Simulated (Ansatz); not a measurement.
Runs of Ansatz 0.2.0 on Se. Symmetry: P3_121, No. 152, trigonal system. The conventional cell has a = 4.366 Å, b = 4.366 Å, c = 4.954 Å, α = 90.00°, β = 90.00°, γ = 120.00°. Around Se (site symmetry 2) lie 2 Se at 2.37 Å. 

| task | level | spin | k mesh | cutoff (eV) | smearing | atoms under strain | points for each segment of the path | gap on the mesh (eV) | pressure (GPa) | V0 of scaled cells (Å³/atom) | B0 (GPa) | largest force (eV/Å) |
| --- | --- | --- | --- | --- | --- | --- | --- | --- | --- | --- | --- | --- |
| elastic constants | PBEsol | off | 6 × 6 × 6 | 420 | fixed | relaxed | - | 0.97 | (b) | - | - | - |
| band structure | PBE | off | 7 × 7 × 6 | 420 | fermi-dirac 0.05 eV | - | 14 | 1.21 | 2.8 | - | - | (a) |
| equation of state | PBE | off | 7 × 7 × 6 | 420 | fermi-dirac 0.05 eV | - | - | - | - | 28.66 | 50 | - |
| band structure | PBEsol | SOC, no magnetisation | 7 × 7 × 6 | 420 | fermi-dirac 0.05 eV | - | 14 | 1.09 | 0.2 | - | - | (c) |
| equation of state | r2SCAN | off | 7 × 7 × 6 | 500 | fermi-dirac 0.05 eV | - | - | - | - | 27.90 | (d) | - |

Alike in all rows: potentials or basis Ansatz PAW; cell as given.

Q: Fill in the values left out.

A: (a) 0.40; (b) -0.9; (c) 0.30; (d) 55.

Caveats: the PAW data sets come from PBE, with cores solved anew for the run's functional, which leaves a small shift of forces and pressure (some runs); the k mesh misses the band edges, so the gap on the mesh is wider than the one along the path (some runs); the cell was scaled at fixed shape and fractional positions, which overstates the stiffness of a crystal with free parameters, most of all of layers and chains (some runs); the PAW data sets were made with another functional, which shifts forces and pressure a little (some runs).

A k mesh can miss the band edges, and rows without SOC leave out spin-orbit coupling on Se.
